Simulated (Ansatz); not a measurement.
**Σ5 (210) boundary in fcc Ag with Ru (substitutional): structure and resistance**

Aim: the relaxed structure and the specific resistance of the Σ5 (210) boundary in fcc Ag with Ru (substitutional).

Method: Ansatz plane-wave DFT, PBE, PAW files; relaxation of a bicrystal slab with its lowest layers held; PAW set soft_1, in the first sound run; inputs show where later runs differ, in Ansatz 0.2.0.

## 1. Set-up

The cell holds 21 atoms: 20 Ag and 1 Ru. Cell: a = 5.005 Å, b = 4.086 Å, c = 30.188 Å, α = 90.0°, β = 90.0°, γ = 65.9°. It derives from Ag. built on the (2 1 0) plane; 2 overlapping atoms removed and the grains opened by 0 Å. Vacuum lies along c.

## 2. Relaxing the bicrystal

The boundary is built by mirroring the lower grain in the boundary plane and removing any atoms that overlap; then the Ru is put in at the boundary. A thin bicrystal slab is relaxed first, with the lowest layers held and the upper grain free to shift and open.

The input, input.yaml:

```yaml
crystal:
  lattice:
    - [5.0045524935, 0.0, 0.0]
    - [1.6681841645, 3.7301731908, 0.0]
    - [0.0, 0.0, 30.187744037]
  atoms:
    - { symbol: Ag, position: [0.6000000001, 0.6999999999, 0.165630131] }
    - { symbol: Ag, position: [0.2000000001, 0.3999999999, 0.1958974506] }
    - { symbol: Ag, position: [0.8000000001, 0.0999999999, 0.2261647702] }
    - { symbol: Ag, position: [0.4000000001, 0.7999999999, 0.2564320898] }
    - { symbol: Ag, position: [1.0e-10, 0.4999999999, 0.2866994094] }
    - { symbol: Ag, position: [0.6000000001, 0.2, 0.3169667291] }
    - { symbol: Ag, position: [0.2, 0.9, 0.3472340487] }
    - { symbol: Ag, position: [0.8, 0.6, 0.3775013683] }
    - { symbol: Ag, position: [0.4, 0.3, 0.4077686879] }
    - { symbol: Ru, position: [0.0, 0.0, 0.4380360075] }
    - { symbol: Ag, position: [0.8, 0.6, 0.4985706467] }
    - { symbol: Ag, position: [0.2, 0.9, 0.5288379663] }
    - { symbol: Ag, position: [0.6000000001, 0.2, 0.5591052859] }
    - { symbol: Ag, position: [1.0e-10, 0.4999999999, 0.5893726055] }
    - { symbol: Ag, position: [0.4000000001, 0.7999999999, 0.6196399251] }
    - { symbol: Ag, position: [0.8000000001, 0.0999999999, 0.6499072447] }
    - { symbol: Ag, position: [0.2000000001, 0.3999999999, 0.6801745643] }
    - { symbol: Ag, position: [0.6000000001, 0.6999999999, 0.710441884] }
    - { symbol: Ag, position: [1.0e-10, 0.9999999999, 0.7407092036] }
    - { symbol: Ag, position: [0.4000000001, 0.2999999999, 0.7709765232] }
    - { symbol: Ag, position: [0.8000000002, 0.5999999999, 0.8012438428] }
kpoints:
  mp_grid: { grid: [6, 6, 1] }
hamiltonian:
  xc: pbe
  pseudopotentials: { kind: paw, azcp: { folder: soft_1 } }
scf:
  occupations: { method: fermi_dirac, width: 0.1 }
relax:
  f_tol: 0.03
  max_steps: 80
  constraints: [{ sites: [0, 1, 2, 3] }]
```

The run is started by

```bash
$ ansatz run input.yaml --threads 4 --pin off --max-ram 15360MiB --backend cpu --events-out ev --progress --plain --runs-dir out
```

Numbers of over 12 decimals in the logs are rounded to 6 here.

The program printed:

```text
Engine: ansatz 0.2.0, aarch64-unknown-linux-gnu
Pseudopotentials: kind: paw
Pseudopotential: Ag, paw, valence charge 19, recommended cutoff 420 eV (normal), soft_1/Ag.paw.azcp
Pseudopotential: Ru, paw, valence charge 16, recommended cutoff 420 eV (normal), soft_1/Ru.paw.azcp
Functional definition: PBE
  parameter kappa = 0.804
  parameter beta = 0.066725
  exchange = pbe_x(kappa = kappa, mu = beta*pi^2/3)
  correlation = pbe_c(beta = beta)
Crystal: 21 atoms, lattice volume = 563.540 Å³
Basis set: ecut = 420 eV, 11077 PW (Γ), exchange–correlation on 72×60×432 points (8 copies of the dense FFT grid, shifted against one another)
Bands: 238, of which v1, the nominal top of the filled ones, is band 198 counted from 1 (197 counted from 0)
Symmetry: 2 space group operations
Space group: Cm (ITA 8), of the structure as read, at distance tolerance 8.3e-5 Å
k-points: 13 of 36 (time reversal used)
Non-local potential: Ag, projectors of the file, l = 0: 3, l = 1: 2, l = 2: 2, l = 3: 1
Non-local potential: Ru, projectors of the file, l = 0: 3, l = 1: 2, l = 2: 2, l = 3: 1
PAW form: soft (Blöchl's): semilocal exchange-correlation on the pseudo side does not see the compensation charge
PAW one-centre angular grid: Ag, 590 points (default); XC on 64 Gauss nodes
PAW one-centre angular grid: Ru, 590 points (default); XC on 64 Gauss nodes
Initial density: superposition of atomic densities (neutral atoms: chi_scale 0, normalization atom)
Initial wavefunctions: pseudopotential atomic-orbital guess
Functional: x = pbe(κ = 0.804, μ = 0.219515), c = pbe(β = 0.066725)
SCF iter   1: F=—  HF=-157691.126085 eV  |F-HF|=—  |Δ(HF+E_count)|=         —  Δρ=5.85e-2  dr2=6.25e1  ethr=3.10e-3  ⟨swp⟩=6.5  Hψ=11262  notcnv=0  defer=104
preconditioner: auto → LDOS  [metal: Δε(μ)=0.060 eV  Ē_g=8.902 eV  σ=0.100 eV  W_gap=0.15  n_scr=142 (ndim 8)  ℏωp=23.6 eV  f_vac=0.313  D(μ)=5.89/eV (n_scr^D=14)  β→1.0]
SCF iter   2: F=—  HF=-157694.726069 eV  |F-HF|=—  |Δ(HF+E_count)|=    3.60e0  Δρ=8.15e-2  dr2=7.39e1  ethr=3.10e-3  ⟨swp⟩=2.7  Hψ=6396  notcnv=0  defer=316
SCF iter   3: F=—  HF=-157685.579507 eV  |F-HF|=—  |Δ(HF+E_count)|=    9.15e0  Δρ=1.28e-2  dr2=9.95e-1  ethr=3.10e-3  ⟨swp⟩=2.2  Hψ=5853  notcnv=0  defer=297
SCF iter   4: F=—  HF=-157685.441516 eV  |F-HF|=—  |Δ(HF+E_count)|=   1.38e-1  Δρ=5.28e-3  dr2=1.54e-1  ethr=2.51e-4  ⟨swp⟩=2.0  Hψ=5269  notcnv=0  defer=308
SCF iter   5: F=—  HF=-157685.415049 eV  |F-HF|=—  |Δ(HF+E_count)|=   2.65e-2  Δρ=1.25e-3  dr2=3.82e-2  ethr=3.90e-5  ⟨swp⟩=2.0  Hψ=5177  notcnv=0  defer=308
SCF iter   6: F=—  HF=-157685.415995 eV  |F-HF|=—  |Δ(HF+E_count)|=   9.45e-4  Δρ=7.46e-4  dr2=5.12e-3  ethr=9.64e-6  ⟨swp⟩=1.3  Hψ=2792  notcnv=0  defer=308
SCF iter   7: F=—  HF=-157685.415996 eV  |F-HF|=—  |Δ(HF+E_count)|=   1.31e-6  Δρ=8.95e-5  dr2=3.85e-5  ethr=1.29e-6  ⟨swp⟩=2.0  Hψ=4273  notcnv=0  defer=308
SCF iter   8: F=-157685.416018 eV  HF=-157685.416018 eV  |F-HF|=2.42e-7  |Δ(HF+E_count)|=   2.22e-5  Δρ=4.09e-5  dr2=7.00e-6  ethr=5.68e-9  ⟨swp⟩=4.1  Hψ=9828  notcnv=0
SCF 1 converged in 8 iterations: F = -157685.416018 eV  dr2 = 7.00e-6
  greatest PAW one-centre occupation: 1.001 electrons in one spin orbital (limit 2), on the Ag atom at site 7 (counted from 0), in its partial waves of l = 0
relax step   1: F+E_penalty+E_count = -157685.41601837 eV  Δ(F+E_penalty+E_count) = +0.000e0 eV  max|allowed force component| = 8.272e-1 eV/Å  Δτ_max = 0.0000 Å  (8 SCF iters, dr2 threshold 2.25e-5 eV, accepted)
Initial density: handed on by an earlier stage of this run
Initial wavefunctions: those handed on with the density
iter 1 solved again at ethr=1.10e-4 eV; its pass at ethr=3.10e-3 eV (dr2=4.35e-1 eV) is discarded
SCF iter   1: F=—  HF=-157685.877227 eV  |F-HF|=—  |Δ(HF+E_count)|=         —  Δρ=5.68e-3  dr2=3.80e-1  ethr=1.10e-4  ⟨swp⟩=1.2  Hψ=9936  notcnv=0  defer=276
preconditioner: auto → LDOS  [metal: Δε(μ)=0.017 eV  Ē_g=9.210 eV  σ=0.100 eV  W_gap=0.04  n_scr=142 (ndim 8)  ℏωp=23.6 eV  f_vac=0.308  D(μ)=9.45/eV (n_scr^D=58)  β→1.0]
SCF iter   2: F=—  HF=-157685.866803 eV  |F-HF|=—  |Δ(HF+E_count)|=   1.04e-2  Δρ=3.71e-3  dr2=2.01e-1  ethr=9.59e-5  ⟨swp⟩=2.1  Hψ=4749  notcnv=0  defer=276
SCF iter   3: F=—  HF=-157685.833943 eV  |F-HF|=—  |Δ(HF+E_count)|=   3.29e-2  Δρ=1.17e-3  dr2=1.29e-2  ethr=5.09e-5  ⟨swp⟩=2.0  Hψ=4596  notcnv=0  defer=276
SCF iter   4: F=—  HF=-157685.832480 eV  |F-HF|=—  |Δ(HF+E_count)|=   1.46e-3  Δρ=4.36e-4  dr2=1.11e-3  ethr=3.26e-6  ⟨swp⟩=2.0  Hψ=4624  notcnv=0  defer=305
SCF iter   5: F=—  HF=-157685.832217 eV  |F-HF|=—  |Δ(HF+E_count)|=   2.63e-4  Δρ=9.85e-5  dr2=9.15e-5  ethr=2.80e-7  ⟨swp⟩=2.0  Hψ=4335  notcnv=0  defer=305
SCF iter   6: F=-157685.832194 eV  HF=-157685.832217 eV  |F-HF|=2.31e-5  |Δ(HF+E_count)|=   5.20e-7  Δρ=5.94e-5  dr2=2.76e-5  ethr=1.08e-8  ⟨swp⟩=4.0  Hψ=9670  notcnv=0
SCF 2 converged in 6 iterations: F = -157685.832194 eV  dr2 = 2.76e-5
relax step   2: F+E_penalty+E_count = -157685.83219392 eV  Δ(F+E_penalty+E_count) = -4.162e-1 eV  max|allowed force component| = 4.489e-1 eV/Å  Δτ_max = 0.1949 Å  (6 SCF iters, dr2 threshold 4.28e-5 eV, accepted)
SCF iter   1: F=—  HF=-157686.051696 eV  |F-HF|=—  |Δ(HF+E_count)|=         —  Δρ=5.94e-3  dr2=3.31e-1  ethr=9.71e-4  ⟨swp⟩=4.8  Hψ=7044  notcnv=0  defer=290
preconditioner: auto → LDOS  [metal: Δε(μ)=0.005 eV  Ē_g=9.191 eV  σ=0.100 eV  W_gap=0.01  n_scr=142 (ndim 8)  ℏωp=23.6 eV  f_vac=0.309  D(μ)=9.12/eV (n_scr^D=46)  β→1.0]
SCF iter   2: F=—  HF=-157686.050197 eV  |F-HF|=—  |Δ(HF+E_count)|=   1.50e-3  Δρ=4.34e-3  dr2=2.57e-1  ethr=8.35e-5  ⟨swp⟩=2.0  Hψ=5512  notcnv=0  defer=310
SCF iter   3: F=—  HF=-157686.004965 eV  |F-HF|=—  |Δ(HF+E_count)|=   4.52e-2  Δρ=9.02e-4  dr2=1.25e-2  ethr=6.50e-5  ⟨swp⟩=2.0  Hψ=4602  notcnv=0  defer=310
SCF iter   4: F=—  HF=-157686.004719 eV  |F-HF|=—  |Δ(HF+E_count)|=   2.46e-4  Δρ=5.58e-4  dr2=1.87e-3  ethr=3.15e-6  ⟨swp⟩=2.0  Hψ=4598  notcnv=0  defer=308
SCF iter   5: F=—  HF=-157686.004234 eV  |F-HF|=—  |Δ(HF+E_count)|=   4.84e-4  Δρ=9.78e-5  dr2=7.42e-5  ethr=4.72e-7  ⟨swp⟩=2.1  Hψ=4561  notcnv=0  defer=307
SCF iter   6: F=—  HF=-157686.004231 eV  |F-HF|=—  |Δ(HF+E_count)|=   3.39e-6  Δρ=4.07e-5  dr2=1.63e-5  ethr=3.18e-9  ⟨swp⟩=4.6  Hψ=10013  notcnv=0
SCF iter   7: F=-157686.004229 eV  HF=-157686.004231 eV  |F-HF|=2.60e-6  |Δ(HF+E_count)|=   4.33e-7  Δρ=1.93e-5  dr2=3.00e-6  ethr=3.18e-9  ⟨swp⟩=4.0  Hψ=9243  notcnv=0
SCF 3 converged in 7 iterations: F = -157686.004229 eV  dr2 = 3.00e-6
relax step   3: F+E_penalty+E_count = -157686.00422875 eV  Δ(F+E_penalty+E_count) = -1.720e-1 eV  max|allowed force component| = 2.181e-1 eV/Å  Δτ_max = 0.1935 Å  (7 SCF iters, dr2 threshold 1.26e-5 eV, accepted)
[... from here on, the SCF cycles and remarks between the steps are left out ...]
relax step   4: F+E_penalty+E_count = -157686.10016641 eV  Δ(F+E_penalty+E_count) = -9.594e-2 eV  max|allowed force component| = 1.290e-1 eV/Å  Δτ_max = 0.1860 Å  (7 SCF iters, dr2 threshold 1.12e-5 eV, accepted)
relax step   5: F+E_penalty+E_count = -157686.11677915 eV  Δ(F+E_penalty+E_count) = -1.661e-2 eV  max|allowed force component| = 8.634e-2 eV/Å  Δτ_max = 0.1458 Å  (7 SCF iters, dr2 threshold 3.93e-6 eV, accepted)
relax step   6: F+E_penalty+E_count = -157686.12483128 eV  Δ(F+E_penalty+E_count) = -8.052e-3 eV  max|allowed force component| = 4.691e-2 eV/Å  Δτ_max = 0.0693 Å  (6 SCF iters, dr2 threshold 2.61e-6 eV, accepted)
relax step   7: F+E_penalty+E_count = -157686.13679412 eV  Δ(F+E_penalty+E_count) = -1.196e-2 eV  max|allowed force component| = 1.130e-1 eV/Å  Δτ_max = 0.1957 Å  (8 SCF iters, accepted)
relax step   8: F+E_penalty+E_count = -157686.14383190 eV  Δ(F+E_penalty+E_count) = -7.038e-3 eV  max|allowed force component| = 7.296e-2 eV/Å  Δτ_max = 0.0938 Å  (6 SCF iters, dr2 threshold 3.77e-6 eV, accepted)
relax step   9: F+E_penalty+E_count = -157686.15068733 eV  Δ(F+E_penalty+E_count) = -6.855e-3 eV  max|allowed force component| = 1.213e-1 eV/Å  Δτ_max = 0.1949 Å  (7 SCF iters, dr2 threshold 2.22e-6 eV, accepted)
relax step  10: F+E_penalty+E_count = -157686.15172819 eV  Δ(F+E_penalty+E_count) = -1.041e-3 eV  max|allowed force component| = 9.046e-2 eV/Å  Δτ_max = 0.1810 Å  (6 SCF iters, dr2 threshold 6.13e-6 eV, accepted)
relax step  11: F+E_penalty+E_count = -157686.15282160 eV  Δ(F+E_penalty+E_count) = -1.093e-3 eV  max|allowed force component| = 2.959e-2 eV/Å  Δτ_max = 0.0485 Å  (6 SCF iters, dr2 threshold 4.55e-6 eV, accepted)
iter 1 solved again at ethr=7.26e-11 eV; its pass at ethr=3.10e-3 eV (dr2=2.88e-7 eV) is discarded
SCF iter   1: F=—  HF=-157686.152834 eV  |F-HF|=—  |Δ(HF+E_count)|=         —  Δρ=5.70e-6  dr2=2.85e-7  ethr=7.26e-11  ⟨swp⟩=1.8  Hψ=7253  notcnv=0  defer=309
preconditioner: auto → LDOS  [metal: Δε(μ)=0.025 eV  Ē_g=9.259 eV  σ=0.100 eV  W_gap=0.06  n_scr=142 (ndim 8)  ℏωp=23.6 eV  f_vac=0.316  D(μ)=8.94/eV (n_scr^D=38)  β→1.0]
SCF iter   2: F=—  HF=-157686.152822 eV  |F-HF|=—  |Δ(HF+E_count)|=   1.19e-5  Δρ=5.95e-6  dr2=1.89e-7  ethr=7.19e-11  ⟨swp⟩=2.2  Hψ=5181  notcnv=0  defer=309
SCF iter   3: F=-157686.152822 eV  HF=-157686.152822 eV  |F-HF|=1.38e-8  |Δ(HF+E_count)|=   4.68e-8  Δρ=1.75e-6  dr2=2.23e-8  ethr=2.53e-11  ⟨swp⟩=2.2  Hψ=10874  notcnv=0
SCF 12 converged in 3 iterations: F = -157686.152822 eV  dr2 = 2.23e-8
relax step  12: F+E_penalty+E_count = -157686.15282182 eV  Δ(F+E_penalty+E_count) = -2.161e-7 eV  max|allowed force component| = 2.960e-2 eV/Å  Δτ_max = 0.0000 Å  (3 SCF iters, accepted)
SCF converged after 3 iterations
Free energy (F): -157686.152822 eV
Harris-Foulkes:  -157686.152822 eV  (|F-HF|=1.38e-8)
Internal energy: -157685.858885 eV  (E = F + TS)
E sigma→0 (E₀):  -157686.005853 eV
Entropy (-TS):   -0.293937 eV (-13.997 meV/atom)
Fermi energy:    9.453467 eV
--- Per-component energies (eV) ---
  E_band       = -7873.093520
  E_kinetic    = 9808.416277
  E_local      = -464282.926771  (includes V_loc(G=0)·N_el)
  E_nonlocal   = 1054.847381
  E_hartree    = 230037.151443
  E_xc         = -3341.809725
  E_vxc        = -4228.285707  (∫ρ·V_xc dr)
  E_paw        = -82615.636848  (= ΣΔE_a)
  E_vpaw       = -10299.473995  (= ΣTr[D̂ρ^β])
  E_aug_tail   = 0.008205  (compensation charges beyond the density's cutoff)
  E_ewald      = 151654.091151
  E_smearing   = -0.293937  (= −TS)
  E_closure    = 0.000000  (closes the sum)
  Σ components = -157686.152822   (vs F -157686.152822, Δ=0.00e0)
--- Forces (eV/Å), atoms counted from 1 ---
  atom   1  Ag    -0.07201689     0.03220693     0.23022222
  atom   2  Ag    -0.01450598     0.00648727    -0.12219637
  atom   3  Ag     0.03685383    -0.01648153    -0.19521083
  atom   4  Ag     0.04978802    -0.02226588     0.07334691
  atom   5  Ag    -0.00067663     0.00030260     0.00136844
  atom   6  Ag    -0.00523980     0.00234331     0.01329974
  atom   7  Ag     0.00619799    -0.00277182     0.02926606
  atom   8  Ag    -0.00252077     0.00112732     0.01577173
  atom   9  Ag     0.00509769    -0.00227976    -0.00807843
  atom  10  Ru    -0.00666818     0.00298210    -0.00738736
  atom  11  Ag     0.00345356    -0.00154448    -0.02959893
  atom  12  Ag     0.00415948    -0.00186018    -0.00178856
  atom  13  Ag    -0.00628328     0.00280997     0.00226847
  atom  14  Ag     0.00273960    -0.00122519    -0.00655768
  atom  15  Ag     0.00278674    -0.00124627     0.00189546
  atom  16  Ag    -0.00428975     0.00191843     0.00981512
  atom  17  Ag     0.00185887    -0.00083131     0.00067048
  atom  18  Ag    -0.00034099     0.00015249    -0.00416788
  atom  19  Ag    -0.00056957     0.00025472    -0.00096527
  atom  20  Ag    -0.00072557     0.00032448    -0.00026680
  atom  21  Ag     0.00088075    -0.00039388    -0.00169305
  max |Σ_I F_I| component: 2.09e-5 eV/Å
--- Relaxed structure (12 steps of the walk, 12 accepted, 0 SCFs on fresh bases) ---
  F+E_penalty+E_count = -157686.15282182 eV   max|allowed force component| = 2.960e-2 eV/Å
  atoms:
    - { symbol: Ag, position: [0.600000, 0.69999999995, 0.165630131] }
    - { symbol: Ag, position: [0.200000, 0.39999999995, 0.195897] }
    - { symbol: Ag, position: [0.8000000001, 0.100000, 0.226165] }
    - { symbol: Ag, position: [0.400000, 0.800000, 0.256432] }
    - { symbol: Ag, position: [0.00255425, 0.498723, 0.288807] }
    - { symbol: Ag, position: [0.611000, 0.194500, 0.320066] }
    - { symbol: Ag, position: [0.217456, 0.891272, 0.348935] }
    - { symbol: Ag, position: [0.810530, 0.594735, 0.382538] }
    - { symbol: Ag, position: [0.415338, 0.292331, 0.418248] }
    - { symbol: Ru, position: [0.022042, -0.011021, 0.435191] }
    - { symbol: Ag, position: [0.650944, 0.674528, 0.477938] }
    - { symbol: Ag, position: [0.043662, 0.978169, 0.521116] }
    - { symbol: Ag, position: [0.438561, 0.280719, 0.542830] }
    - { symbol: Ag, position: [-0.174571, 0.587286, 0.577478] }
    - { symbol: Ag, position: [0.230556, 0.884722, 0.610293] }
    - { symbol: Ag, position: [0.626194, 0.186903, 0.639836] }
    - { symbol: Ag, position: [0.019715, 0.490142, 0.671447] }
    - { symbol: Ag, position: [0.417669, 0.791165, 0.702478] }
    - { symbol: Ag, position: [-0.179234, 1.089617, 0.735104] }
    - { symbol: Ag, position: [0.213624, 0.393188, 0.765544] }
    - { symbol: Ag, position: [0.608770, 0.695615, 0.792151] }
```

Wall time 9.4 min (4 threads of Arm Neoverse V1, shared host); peak memory 3.1 GiB; 36 min of CPU time.

Step by step:

| step | energy less that of the first step (eV) | largest force component (eV/Å) |
| --- | --- | --- |
| 1 | 0.0000 | 0.8272 |
| 2 | -0.4162 | 0.4489 |
| 3 | -0.5882 | 0.2181 |
| 4 | -0.6841 | 0.1290 |
| 5 | -0.7008 | 0.0863 |
| 6 | -0.7088 | 0.0469 |
| 7 | -0.7208 | 0.1130 |
| 8 | -0.7278 | 0.0730 |
| 9 | -0.7347 | 0.1213 |
| 10 | -0.7357 | 0.0905 |
| 11 | -0.7368 | 0.0296 |
| 12 | -0.7368 | 0.0296 |

Forces are held to the 2 operations that the run works with; a distortion that breaks them can't arise in this run.

The atoms that moved most (Å):

| atom | dx | dy | dz | length |
| --- | --- | --- | --- | --- |
| Ag11 | -0.622 | 0.278 | -0.623 | 0.923 |
| Ag21 | -0.798 | 0.357 | -0.274 | 0.916 |
| Ag13 | -0.673 | 0.301 | -0.491 | 0.886 |
| Ag14 | -0.728 | 0.326 | -0.359 | 0.875 |
| Ag20 | -0.777 | 0.348 | -0.164 | 0.867 |
| Ag18 | -0.760 | 0.340 | -0.240 | 0.867 |
| Ag17 | -0.752 | 0.336 | -0.263 | 0.865 |
| Ag16 | -0.725 | 0.324 | -0.304 | 0.850 |

Numbers from this step:

```yaml
free_energy: -157686.1528 eV
energy_at_zero_smearing: -157686.0059 eV
fermi_energy: 9.453 eV
```

The largest force component on a free atom ends at 0.030 eV/Å, under the tolerance of 0.03, after 12 steps.

(Continued in part 2 of 2.)

[Logs are printed without paths, hosts, clocks, repeated set-up lines and the standing remarks that a program may print on its own settings, such as how far it seeks lower states.]

[Hosts, paths, dates, database ids (printed as entryN), source tags and the programs' standing remarks are cut or masked in the printed files.]
